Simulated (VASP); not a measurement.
# Na (I4/mmm) in VASP: a series of runs

One crystal, Na, is run at these levels: PBE; tasks: single point.

Program: VASP 6.6.1. These are calculated values, not measurements. Logs are shortened: lines on timing, memory, paths and dates and some standing lists are left out, and cuts for length are marked.

**1. The crystal as given**

Symmetry: I4/mmm, No. 139, tetragonal system. Conventional cell: a = 3.777 Å, b = 3.777 Å, c = 5.275 Å, α = 90.00°, β = 90.00°, γ = 90.00°. Na (site symmetry 4/mmm) is surrounded by 12 Na at 3.75 to 3.78 Å.

This isn't the form of Na at room conditions, which is bcc.

**2. Single point, PBE**

File INCAR:

```
PREC = Normal
ENCUT = 520
EDIFF = 1E-6
ISMEAR = 1
SIGMA = 0.1
LREAL = F
LASPH = T
NELM = 100
ALGO = Normal
ISIF = 2
LWAVE = F
LCHARG = F
GGA = PE
NBANDS = 10
ADDGRID = F
```

File KPOINTS:

```
Automatic mesh
0
Gamma
  10 10 10
```

File POSCAR:

```
Na
1.0
   -1.8882910800      1.8882910800      2.6372766800
    1.8882910800     -1.8882910800      2.6372766800
    1.8882910800      1.8882910800     -2.6372766800
Na
1
Direct
    0.0000000000      0.0000000000      0.0000000000
```

Potentials or basis: VASP PAW PBE potentials, release 64 (Na_pv).

Started as:

```
$ cat potpaw_PBE.64/Na_pv/POTCAR > POTCAR
$ mpirun -np 1 vasp_std > vasp.out
```

OUTCAR:

```text
PREC = Normal
   ENCUT = 520
   EDIFF = 1E-6
   ISMEAR = 1
   LREAL = F
   LASPH = T
   NELM = 100
   ISIF = 2
   GGA = PE

 Found    102 irreducible k-points:

 Following reciprocal coordinates:
            Coordinates               Weight
  0.000000  0.000000  0.000000      1.000000
  0.100000 -0.000000  0.000000      8.000000
  0.200000 -0.000000  0.000000      8.000000
  0.300000 -0.000000  0.000000      8.000000
  0.400000 -0.000000  0.000000      8.000000
  0.500000 -0.000000  0.000000      4.000000
   k-points           NKPTS =    102   k-points in BZ     NKDIM =    102   number of bands    NBANDS=     10
   number of dos      NEDOS =    301   number of ions     NIONS =      1
   total plane-waves  NPLWV =  13824
   dimension x,y,z NGX =    24 NGY =   24 NGZ =   24
   dimension x,y,z NGXF=    48 NGYF=   48 NGZF=   48
   ions per type =               1
   NGX,Y,Z   is equivalent  to a cutoff of  10.63, 10.63, 10.63 a.u.
   NGXF,Y,Z  is equivalent  to a cutoff of  21.26, 21.26, 21.26 a.u.
 SYSTEM =  unknown system
   PREC   = normal    normal or accurate (medium, high low for compatibility)
   ISTART =      0    job   : 0-new  1-cont  2-samecut
   ICHARG =      2    charge: 1-file 2-atom 10-const
   ISPIN  =      1    spin polarized calculation?
   LNONCOLLINEAR =      F non collinear calculations
   LSORBIT =      F    spin-orbit coupling
   LASPH  =      T    aspherical Exc in radial PAW
   ENCUT  =  520.0 eV  38.22 Ry    6.18 a.u.   6.98  6.98  6.98*2*pi/ulx,y,z
   NELM   =    100;   NELMIN=  2; NELMDL= -5     # of ELM steps
   EDIFF  = 0.1E-05   stopping-criterion for ELM
   LREAL  =      F    real-space projection
   EDIFFG = 0.1E-04   stopping-criterion for IOM
   NSW    =      0    number of steps for IOM
   IBRION =     -1    ionic relax: 0-MD 1-quasi-New 2-CG
   NFREE  =      0    steps in history (QN), initial steepest desc. (CG)
   ISIF   =      2    stress and relaxation
   ISYM   =      2    0-nonsym 1-usesym 2-fastsym
   POTIM  = 0.5000    time-step for ionic-motion
   TEBEG  =    0.0;   TEEND  =   0.0 temperature during run
   PSTRESS=    0.0 pullay stress
   NELECT =       7.0000    total number of electrons
   NUPDOWN=      -1.0000    fix difference up-down
   EMIN   =  10.00;   EMAX   =-10.00  energy-range for DOS
   EFERMI =   0.00;   METHOD = LEGACY
   ISMEAR =     1;   SIGMA  =   0.10  broadening in eV -4-tet -1-fermi 0-gaus
   EFERMI_NEDOS =   21; number of points for ismear=-14 and -15
   IALGO  =     38    algorithm
   IMIX   =      4    mixing-type and parameters
     AMIX     =   0.40;   BMIX     =  1.00
     AMIX_MAG =   1.60;   BMIX_MAG =  1.00
  volume/ion in A,a.u.               =      37.61       253.83
  Fermi-wavevector in a.u.,A,eV,Ry     =   0.934666  1.766262 11.886050  0.873600
  Thomas-Fermi vector in A             =   2.061494
   LORBIT       =      0    0 simple, 1 ext, 2 COOP (PROOUT), +10 PAW based schemes
   GGA     = PE    functional components
   LHFCALC =     F    Hartree Fock is set to
   AEXX    =    0.0000 exact exchange contribution
   IVDW    =     0    specifies the selected vdW correction
   LEPSILON=     F    determine dielectric tensor
   LRPA    =     F    only Hartree local field effects (RPA)
 non-spin polarized calculation
 Methfessel and Paxton  Order N= 1 SIGMA  =   0.10
  energy-cutoff  :      520.00
  volume of cell :       37.61
 maximum number of plane-waves:      1025
   NGX = 13   NGY = 13   NGZ = 13

 number of electron       6.9999996 magnetization

 Free energy of the ion-electron system (eV)
  ---------------------------------------------------
  ext. energy  EPLUGINS =         0.00000000
  ---------------------------------------------------
  free energy    TOTEN  =        -1.31062097 eV

  energy without entropy =       -1.30933559  energy(sigma->0) =       -1.31019251

 E-fermi :   0.1934     XC(G=0):  -6.4641

 val. band max:        0.1913104964   @ k =   0.4000   0.1000   0.0000
 cond. band min:       0.2263105766   @ k =  -0.3000  -0.4000   0.2000
 fundamental gap:      0.0350000802
 Fermi energy:         0.1933894103

 k-point     1 :       0.0000    0.0000    0.0000
  band No.  band energies     occupation
      1     -24.6216      2.00000
      2     -24.6213      2.00000
      3     -24.6213      2.00000
      4      -2.9614      2.00000
      5      11.2801      0.00000
      6      11.2801      0.00000
      7      11.3228      0.00000
      8      12.3823      0.00000
      9      12.8244      0.00000
     10      12.8250      0.00000

 k-point     2 :       0.1000   -0.0000    0.0000
  band No.  band energies     occupation
      1     -24.6246      2.00000
      2     -24.6219      2.00000
      3     -24.6218      2.00000
      4      -2.7965      2.00000
      5       9.2856      0.00000
      6      10.9628      0.00000
      7      11.0123      0.00000
      8      12.3105      0.00000
      9      13.3794      0.00000
     10      13.3981      0.00000

 k-point     3 :       0.2000   -0.0000    0.0000
  band No.  band energies     occupation
      1     -24.6329      2.00000
      2     -24.6230      2.00000
      3     -24.6230      2.00000
      4      -2.3053      2.00000
      5       6.8887      0.00000
      6      10.5352      0.00000
      7      10.6170      0.00000
      8      11.8206      0.00000
      9      13.3613      0.00000
     10      13.5982      0.00000

 k-point     4 :       0.3000   -0.0000    0.0000
  band No.  band energies     occupation
      1     -24.6432      2.00000
      2     -24.6246      2.00000
      3     -24.6243      2.00000
      4      -1.4965      2.00000
      5       4.6885      0.00000
      6      10.2844      0.00000
      7      10.3986      0.00000
      8      11.5038      0.00000
      9      12.3102      0.00000
     10      12.5387      0.00000

 k-point     5 :       0.4000   -0.0000    0.0000
  band No.  band energies     occupation
      1     -24.6514      2.00000
      2     -24.6258      2.00000
      3     -24.6254      2.00000
      4      -0.3855      2.00000
      5       2.7391      0.00000
      6      10.2273      0.00000
      7      10.3733      0.00000
      8      11.3815      0.00000
      9      11.5627      0.00000
     10      11.7890      0.00000

 k-point     6 :       0.5000   -0.0000    0.0000
  band No.  band energies     occupation
      1     -24.6546      2.00000
      2     -24.6263      2.00000
      3     -24.6258      2.00000
      4       0.8407     -0.00000
      5       1.2334     -0.00000
      6      10.2549      0.00000
      7      10.4205      0.00000
      8      11.2652      0.00000
      9      11.3042      0.00000
     10      11.5552      0.00000

 [... further k-points ...]

------------------------ aborting loop because EDIFF is reached ----------------------------------------

  FORCE on cell =-STRESS in cart. coord.  units (eV):
  Direction    XX          YY          ZZ          XY          YZ          ZX
  --------------------------------------------------------------------------------------
  -------------------------------------------------------------------------------------
  Total       -0.0209211     -0.0209211     -0.0576093      0.0000000      0.0000000      0.0000000
  in kB       -0.8911303     -0.8911303     -2.4538599      0.0000000      0.0000000      0.0000000
  external PRESSURE =      -1.4120402 kB  Pullay stress =       0.0000000 kB

 VOLUME and BASIS-vectors are now :
 -----------------------------------------------------------------------------
  energy-cutoff  :      520.00
  volume of cell :       37.61
      direct lattice vectors                 reciprocal lattice vectors
    -1.888291080  1.888291080  2.637276680     0.000000000  0.264789685  0.189589512
     1.888291080 -1.888291080  2.637276680     0.264789685  0.000000000  0.189589512
     1.888291080  1.888291080 -2.637276680     0.264789685  0.264789685  0.000000000

 POSITION                                       TOTAL-FORCE (eV/Angst)
 -----------------------------------------------------------------------------------
      0.00000      0.00000      0.00000         0.000000      0.000000      0.000000
 -----------------------------------------------------------------------------------
    total drift:                               -0.000000      0.000000      0.000000

  FREE ENERGIE OF THE ION-ELECTRON SYSTEM (eV)
  ---------------------------------------------------
  free  energy   TOTEN  =        -1.3106209660 eV

  energy  without entropy=       -1.3093355926  energy(sigma->0) =       -1.31019251
```

It took 8.1 s on 1 thread of AMD EPYC 9R45 (Zen 5), shared host; peak memory 0.12 GiB.

The run converged, but some of its settings lie outside the range that counts as converged, so its numbers aren't taken as properties of the crystal.

Results:

```
Free energy            : -1.3106 eV
Pressure               : -0.1 GPa
Band gap on the k mesh : none (metal or under the smearing width)
```

**3. Single point, PBE**

Changes to INCAR since step 2:

```diff
@@ -1,2 +1,2 @@
-PREC = Normal
+PREC = Accurate
 ENCUT = 520
@@ -5,3 +5,3 @@
 SIGMA = 0.1
-LREAL = F
+LREAL = Auto
 LASPH = T
```

KPOINTS is that of step 2.

POSCAR is that of step 2.

Potentials or basis: VASP PAW PBE potentials, release 64 (Na_pv).

Started as:

```
$ cat potpaw_PBE.64/Na_pv/POTCAR > POTCAR
$ mpirun -np 1 vasp_std > vasp.out
```

Wall time 19 s (1 thread of AMD EPYC 9R45 (Zen 5), shared host); peak memory 0.13 GiB.

The run converged, but some of its settings lie outside the range that counts as converged, so its numbers aren't taken as properties of the crystal.

Results:

```
Free energy            : -1.3107 eV
Pressure               : -0.1 GPa
Band gap on the k mesh : none (metal or under the smearing width)
```

**4. For comparison**

An earlier run on the cell as given: functional PBE; potentials or basis VASP PAW PBE potentials, release 64 (Na_pv); cutoff 520 eV; k mesh 10 × 10 × 10; occupations fermi-dirac, width 0.05 eV; no spin polarisation.

* Pressure: -0.1 GPa
* Band gap on the k mesh: none (metal or under the smearing width)
